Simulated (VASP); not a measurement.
# GaP in VASP: further runs

The runs below take GaP through single point, with PBE+D3(BJ).

Program: VASP 6.6.1. These are calculated values, not measurements. Logs are shortened: lines on timing, memory, paths and dates and some standing lists are left out, and cuts for length are marked.

**1. Starting point**

The cell holds a amorphous, 4 atoms: a = 4.881 Å, b = 4.570 Å, c = 4.036 Å, α = 91.83°, β = 84.48°, γ = 101.26°.

The cell was built by a generator and needn't be a form met in nature.

**2. Single point, PBE+D3(BJ)**

INCAR

```
PREC     = Accurate       # precision mode
ENCUT    = 520            # plane-wave cutoff, eV
EDIFF    = 1E-6           # SCF threshold, eV
ISMEAR   = 0              # smearing method
SIGMA    = 0.15           # smearing width, eV
LREAL    = F              # projectors in reciprocal space
LASPH    = T              # aspherical terms in the spheres
NELM     = 100            # most SCF steps
ALGO     = Normal         # electronic algorithm
ISIF     = 2              # what is computed and relaxed
LWAVE    = F              # write WAVECAR
LCHARG   = F              # write CHGCAR
GGA      = PE             # functional
IVDW     = 12             # dispersion correction
NBANDS   = 26             # bands
```

KPOINTS

```
Automatic mesh
0
Gamma
  3 3 4
```

POSCAR

```
GaP
1.0
    4.8258220000     -0.3687150000      0.6360270000
   -0.5021350000      4.5233420000     -0.4143280000
   -0.1211980000      0.2250330000      4.0277310000
Ga P
2 2
Direct
    0.5639187844      0.5105279352      0.1762713164
    0.4999767124      0.0272643168      0.7278936159
   -0.0173218972      0.5787074556      0.5436998888
    0.9186783069      0.9821266056      0.0067232257
```

Potentials or basis: VASP PAW PBE potentials, release 64 (Ga_d, P).

Run with:

```
> cat potpaw_PBE.64/Ga_d/POTCAR potpaw_PBE.64/P/POTCAR > POTCAR
> mpirun -np 1 vasp_std > vasp.out
```

OUTCAR:

```text
PREC = Accurate
   ENCUT = 520
   EDIFF = 1E-6
   ISMEAR = 0
   LREAL = F
   LASPH = T
   NELM = 100
   ISIF = 2
   GGA = PE
   IVDW = 12
 IVDW          = 12

 ion  position               nearest neighbor table
   1  0.564  0.511  0.176-   4 2.55   3 2.60   2 2.80
   2  0.500  0.027  0.728-   4 2.47   1 2.80   4 2.92
   3  0.983  0.579  0.544-   1 2.60   4 2.62
   4  0.919  0.982  0.007-   2 2.47   1 2.55   3 2.62   2 2.92

  LATTYP: Found a triclinic cell.
 ALAT       =     6.0273708689
 B/A-ratio  =     0.8098887194
 C/A-ratio  =     1.5176535802
 COS(alpha) =     0.0126928205
 COS(beta)  =     0.5904152172
 COS(gamma) =     0.7455201024

  Lattice vectors:

 A1 = (   4.9470200000,  -0.5937480000,  -3.3917040000)
 A2 = (   4.8258220000,  -0.3687150000,   0.6360270000)
 A3 = (   0.7445310000,  -4.9734080000,  -7.6411340000)

Analysis of symmetry for initial positions (statically):
=====================================================================
 Subroutine PRICEL returns:
 Original cell was already a primitive cell.

 Routine SETGRP: Setting up the symmetry group for a
 triclinic supercell.

 Subroutine GETGRP returns: Found  1 space group operations
 (whereof  1 operations were pure point group operations)
 out of a pool of  2 trial point group operations.

The static configuration has the point symmetry C_1 .

Analysis of symmetry for dynamics (positions and initial velocities):
=====================================================================
 Subroutine PRICEL returns:
 Original cell was already a primitive cell.

 Routine SETGRP: Setting up the symmetry group for a
 triclinic supercell.

 Subroutine GETGRP returns: Found  1 space group operations
 (whereof  1 operations were pure point group operations)
 out of a pool of  2 trial point group operations.

The dynamic configuration has the point symmetry C_1 .

 Subroutine INISYM returns: Found  1 space group operations
 (whereof  1 operations are pure point group operations),
 and found     1 'primitive' translations

----------------------------------------------------------------------------------------

                                     Primitive cell

  volume of cell :      87.8832

  direct lattice vectors                    reciprocal lattice vectors
     4.825822000 -0.368715000  0.636027000     0.208367852  0.023584479  0.004952287
    -0.502135000  4.523342000 -0.414328000     0.018526990  0.222046862 -0.011848467
    -0.121198000  0.225033000  4.027731000    -0.030997931  0.019117430  0.246277882

  length of vectors
     4.881499674  4.569948588  4.035832729     0.209756798  0.223133244  0.248956107

  position of ions in fractional coordinates (direct lattice)
     0.563918784  0.510527935  0.176271316
     0.499976712  0.027264317  0.727893616
     0.982678103  0.578707456  0.543699889
     0.918678307  0.982126606  0.006723226

  ion indices of the primitive-cell ions
   primitive index   ion index
                 1           1
                 2           2
                 3           3
                 4           4

----------------------------------------------------------------------------------------

 KPOINTS: Automatic mesh

Automatic generation of k-mesh.
 Grid dimensions read from file:
 generate k-points for:    3    3    4

 Generating k-lattice:

  Cartesian coordinates                     Fractional coordinates (reciprocal lattice)
     0.069455951  0.007861493  0.001650762     0.333333333  0.000000000  0.000000000
     0.006175663  0.074015621 -0.003949489     0.000000000  0.333333333  0.000000000
    -0.007749483  0.004779358  0.061569471    -0.000000000  0.000000000  0.250000000

  Length of vectors
     0.069918933  0.074377748  0.062239027

  Shift w.r.t. Gamma in fractional coordinates (k-lattice)
     0.000000000  0.000000000  0.000000000

 Subroutine IBZKPT returns following result:
 ===========================================

 Found     19 irreducible k-points:

 Following reciprocal coordinates:
            Coordinates               Weight
  0.000000  0.000000  0.000000      1.000000
  0.333333  0.000000  0.000000      2.000000
  0.000000  0.333333 -0.000000      2.000000
  0.333333  0.333333  0.000000      2.000000
 -0.333333  0.333333 -0.000000      2.000000
  0.000000  0.000000  0.250000      2.000000
[... 11 lines left out ...]
  0.333333  0.333333  0.500000      2.000000
 -0.333333  0.333333  0.500000      2.000000
   k-points           NKPTS =     19   k-points in BZ     NKDIM =     19   number of bands    NBANDS=     26
   number of dos      NEDOS =    301   number of ions     NIONS =      4
   total plane-waves  NPLWV =  38880
   dimension x,y,z NGX =    36 NGY =   36 NGZ =   30
   dimension x,y,z NGXF=    72 NGYF=   72 NGZF=   60
   ions per type =               2   2
   NGX,Y,Z   is equivalent  to a cutoff of  12.26, 13.10, 12.36 a.u.
   NGXF,Y,Z  is equivalent  to a cutoff of  24.52, 26.19, 24.72 a.u.
 SYSTEM =  unknown system
   PREC   = accura    normal or accurate (medium, high low for compatibility)
   ISTART =      0    job   : 0-new  1-cont  2-samecut
   ICHARG =      2    charge: 1-file 2-atom 10-const
   ISPIN  =      1    spin polarized calculation?
   LNONCOLLINEAR =      F non collinear calculations
   LSORBIT =      F    spin-orbit coupling
   LASPH  =      T    aspherical Exc in radial PAW
   ENCUT  =  520.0 eV  38.22 Ry    6.18 a.u.   9.08  8.50  7.50*2*pi/ulx,y,z
   NELM   =    100;   NELMIN=  2; NELMDL= -5     # of ELM steps
   EDIFF  = 0.1E-05   stopping-criterion for ELM
   LREAL  =      F    real-space projection
   EDIFFG = 0.1E-04   stopping-criterion for IOM
   NSW    =      0    number of steps for IOM
   IBRION =     -1    ionic relax: 0-MD 1-quasi-New 2-CG
   NFREE  =      0    steps in history (QN), initial steepest desc. (CG)
   ISIF   =      2    stress and relaxation
   ISYM   =      2    0-nonsym 1-usesym 2-fastsym
   POTIM  = 0.5000    time-step for ionic-motion
   TEBEG  =    0.0;   TEEND  =   0.0 temperature during run
   PSTRESS=    0.0 pullay stress
   NELECT =      36.0000    total number of electrons
   NUPDOWN=      -1.0000    fix difference up-down
   EMIN   =  10.00;   EMAX   =-10.00  energy-range for DOS
   EFERMI =   0.00;   METHOD = LEGACY
   ISMEAR =     0;   SIGMA  =   0.15  broadening in eV -4-tet -1-fermi 0-gaus
   EFERMI_NEDOS =   21; number of points for ismear=-14 and -15
   IALGO  =     38    algorithm
   IMIX   =      4    mixing-type and parameters
     AMIX     =   0.40;   BMIX     =  1.00
     AMIX_MAG =   1.60;   BMIX_MAG =  1.00
  volume/ion in A,a.u.               =      21.97       148.27
  Fermi-wavevector in a.u.,A,eV,Ry     =   1.215832  2.297590 20.112784  1.478248
  Thomas-Fermi vector in A             =   2.351206
   LORBIT       =      0    0 simple, 1 ext, 2 COOP (PROOUT), +10 PAW based schemes
   GGA     = PE    functional components
   LHFCALC =     F    Hartree Fock is set to
   AEXX    =    0.0000 exact exchange contribution
   IVDW    =    12    specifies the selected vdW correction
   LEPSILON=     F    determine dielectric tensor
   LRPA    =     F    only Hartree local field effects (RPA)
 non-spin polarized calculation
 Gauss-broadening in eV      SIGMA  =   0.15
  energy-cutoff  :      520.00
  volume of cell :       87.88
 maximum number of plane-waves:      2383
   NGX = 19   NGY = 17   NGZ = 15

 number of electron      35.9999996 magnetization

 Free energy of the ion-electron system (eV)
  ---------------------------------------------------
  ext. energy  EPLUGINS =         0.00000000
  ---------------------------------------------------
  free energy    TOTEN  =       -14.82460415 eV

  energy without entropy =      -14.80067712  energy(sigma->0) =      -14.81264063

 E-fermi :   4.3959     XC(G=0):  -9.8101

 val. band max:        4.3919426449   @ k =   0.0000   0.3333  -0.0000
 cond. band min:       4.3963887769   @ k =   0.0000  -0.3333   0.2500
 fundamental gap:      0.0044461320
 Fermi energy:         4.3958802251

 k-point     1 :       0.0000    0.0000    0.0000
  band No.  band energies     occupation
      1     -10.4369      2.00000
      2     -10.3853      2.00000
      3     -10.3591      2.00000
      4     -10.3383      2.00000
      5     -10.3214      2.00000
      6     -10.2453      2.00000
[... 18 lines left out ...]
     25      10.4160      0.00000
     26      11.1381      0.00000

 k-point     2 :       0.3333    0.0000    0.0000
  band No.  band energies     occupation
      1     -10.4360      2.00000
      2     -10.3832      2.00000
      3     -10.3498      2.00000
      4     -10.3387      2.00000
      5     -10.3243      2.00000
      6     -10.2451      2.00000
[... 18 lines left out ...]
     25      10.0686      0.00000
     26      11.1934      0.00000

 k-point     3 :       0.0000    0.3333   -0.0000
  band No.  band energies     occupation
      1     -10.3936      2.00000
      2     -10.3688      2.00000
      3     -10.3416      2.00000
      4     -10.3223      2.00000
      5     -10.3101      2.00000
      6     -10.2567      2.00000
[... 18 lines left out ...]
     25      10.4684      0.00000
     26      11.2376      0.00000

 k-point     4 :       0.3333    0.3333    0.0000
  band No.  band energies     occupation
      1     -10.3918      2.00000
      2     -10.3650      2.00000
      3     -10.3412      2.00000
      4     -10.3199      2.00000
      5     -10.3125      2.00000
      6     -10.2572      2.00000
[... 18 lines left out ...]
     25      10.0939      0.00000
     26      10.5951      0.00000
[... 351 lines left out ...]
      1     -10.3976      2.00000
      2     -10.3756      2.00000
      3     -10.3544      2.00000
      4     -10.3242      2.00000
      5     -10.3023      2.00000
      6     -10.2547      2.00000
[... 18 lines left out ...]
     25      11.0359      0.00000
     26      12.0702      0.00000

 k-point    18 :       0.3333    0.3333    0.5000
  band No.  band energies     occupation
      1     -10.3949      2.00000
      2     -10.3796      2.00000
      3     -10.3555      2.00000
      4     -10.3294      2.00000
      5     -10.3015      2.00000
      6     -10.2536      2.00000
[... 18 lines left out ...]
     25      11.4059      0.00000
     26      11.9831      0.00000

 k-point    19 :      -0.3333    0.3333    0.5000
  band No.  band energies     occupation
      1     -10.3956      2.00000
      2     -10.3834      2.00000
      3     -10.3536      2.00000
      4     -10.3330      2.00000
      5     -10.3012      2.00000
      6     -10.2544      2.00000
[... 18 lines left out ...]
     25      11.9310      0.00000
     26      12.3523      0.00000

------------------------ aborting loop because EDIFF is reached ----------------------------------------

 Edisp (eV)   -1.15367

 E8    (eV) :    -0.4862

  FORCE on cell =-STRESS in cart. coord.  units (eV):
  Direction    XX          YY          ZZ          XY          YZ          ZX
  --------------------------------------------------------------------------------------
  -------------------------------------------------------------------------------------
  Total      -3.47395    -4.69334    -3.83911     0.42765    -2.16043     0.95072
  in kB     -63.33271   -85.56319   -69.98982     7.79645   -39.38619    17.33231
  external pressure =      -72.96 kB  Pullay stress =        0.00 kB

 VOLUME and BASIS-vectors are now :
 -----------------------------------------------------------------------------
  energy-cutoff  :      520.00
  volume of cell :       87.88
      direct lattice vectors                 reciprocal lattice vectors
     4.825822000 -0.368715000  0.636027000     0.208367852  0.023584479  0.004952287
    -0.502135000  4.523342000 -0.414328000     0.018526990  0.222046862 -0.011848467
    -0.121198000  0.225033000  4.027731000    -0.030997931  0.019117430  0.246277882

 POSITION                                       TOTAL-FORCE (eV/Angst)
 -----------------------------------------------------------------------------------
      2.44365      2.14103      0.85711        -0.307010     -0.069560      0.382805
      2.31089      0.10278      3.23846        -0.492420      0.196162     -0.431030
      4.38575      2.37771      2.57511         0.092002      1.081440      0.507203
      3.93940      4.10528      0.20446         0.707428     -1.208041     -0.458978
 -----------------------------------------------------------------------------------
    total drift:                               -0.000128     -0.000410      0.000930

  FREE ENERGIE OF THE ION-ELECTRON SYSTEM (eV)
  ---------------------------------------------------
  free  energy   TOTEN  =       -15.9782750980 eV

  energy  without entropy=      -15.9543480654  energy(sigma->0) =      -15.96631158
```

Wall time 62 s (1 thread of AMD EPYC 7R43 (Zen 3), shared host); peak memory 0.17 GiB.

What came out:

- Free energy: -15.9783 eV
- Pressure: -7.3 GPa
- Largest force: 1.473 eV/Å
- Band gap on the k mesh: none (metal or under the smearing width)
- Dispersion energy per atom: -0.288 eV

Forces in eV/Å, atoms in the order of the input:
```
Ga  -0.307 -0.070  0.383
Ga  -0.492  0.196 -0.431
P    0.092  1.081  0.507
P    0.707 -1.208 -0.459
```

Caveat: the k mesh is coarse (spacing up to 0.47 Å⁻¹), so the values aren't converged.

(Continued in part 2 of 2.)
